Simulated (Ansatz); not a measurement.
# Si8O: the cost of one run

Computed with Ansatz 0.2.0 (DFT PBE+D3(BJ), scalar-relativistic, plane waves, PAW, unless a step's input says otherwise).

3 further runs of the same task are left out: 3 set aside as unsound or not needed.

**1. The structure to begin with**

Symmetry: Pm, No. 6, monoclinic system. Conventional cell: a = 6.313 Å, b = 3.816 Å, c = 21.332 Å, α = 90.00°, β = 90.00°, γ = 90.00°. Si (site symmetry m) has 3 Si at 2.34 to 2.36 Å as nearest neighbours. Around Si (site symmetry m) lie 4 Si at 2.34 to 2.36 Å. Si (site symmetry m) is surrounded by 4 Si at 2.29 to 2.36 Å. Si (site symmetry m) has 3 Si at 2.23 to 2.29 Å as nearest neighbours. Only part of the 9 independent sites is listed.

As a file:

```
Si O
1.0
     3.81552    0.00000    0.00000
     0.00000    6.31294    0.00000
     0.00000    0.00000   21.33187
Si O
8 1
Direct
  0.00000 0.93690 0.18751
  0.00000 0.56310 0.18751
  0.50000 0.43690 0.23915
  0.50000 0.06310 0.23915
  0.50000 0.93327 0.34304
  0.50000 0.56673 0.34304
  0.00000 0.42663 0.38590
  0.00000 0.07337 0.38590
  0.50000 0.42663 0.48903
```

This is the geometry of the first run shown, built on a cell relaxed beforehand with the same method.

**2. Plan of the line**

Atoms count from 1 in the order of the input.

O is moved over the surface cell at a fixed height above a rigid substrate; the origin of the map has the adsorbate above Si7; the height is held at 2.20 Å.

First coordinate, position of O9 along the first surface vector, from above Si7: 6 values from 0.000 to 0.833, periodic. Second coordinate, position of O9 along the second surface vector, from above Si7: 6 values from 0.000 to 0.833, periodic.

Nothing else is relaxed. Points are written as (first, second).

The two vectors of the plane (Å): (3.816, 0.000, 0.000); (0.000, 6.313, 0.000).

**3. The run at (3/6, 0/6) of the map's two axes**

A dipole layer in the vacuum cancels the field that periodic copies would set up if the slab's two faces differ.

File input.yaml:

```yaml
crystal:
  lattice:
    - [3.8155170209, 0.0, 0.0]
    - [0.0, 6.3129357835, 0.0]
    - [0.0, 0.0, 21.3318711348]
  atoms:
    - { symbol: Si, position: [0.0, 0.9369021389, 0.1875128522] }
    - { symbol: Si, position: [0.0, 0.5630978611, 0.1875128522] }
    - { symbol: Si, position: [0.5, 0.4369021389, 0.2391466205] }
    - { symbol: Si, position: [0.5, 0.0630978611, 0.2391466205] }
    - { symbol: Si, position: [0.5, 0.9332664455, 0.3430438269] }
    - { symbol: Si, position: [0.5, 0.5667335545, 0.3430438269] }
    - { symbol: Si, position: [0.0, 0.4266292811, 0.3858954089] }
    - { symbol: Si, position: [0.0, 0.0733707189, 0.3858954089] }
    - { symbol: O, position: [0.5, 0.4266292811, 0.4890274777], spin: 2.0 }
basis:
  ecutwfc: 420
kpoints:
  mp_grid: { grid: [7, 4, 1] }
hamiltonian:
  xc: pbe
  pseudopotentials: { kind: paw, azcp: { folder: soft_1 } }
  dispersion: d3bj
scf:
  occupations: { method: gaussian, width: 0.05 }
output:
  forces: true
  eigenvalues: true
  populations: true
magnetization:
  spin_polarized: true
efield:
  axis: 3
  dipole_correction: true
  ramp_width: 0.04
```

Command:

```sh
$ ansatz run input.yaml --threads 1 --pin off --max-ram 3072MiB --backend cpu --events-out ev --progress --plain --runs-dir out
```

**Question.** How long does this run take on 1 thread of Arm Neoverse V1, shared host, and how much memory does it need?

About 6.4 min, with a peak of 0.99 GiB.
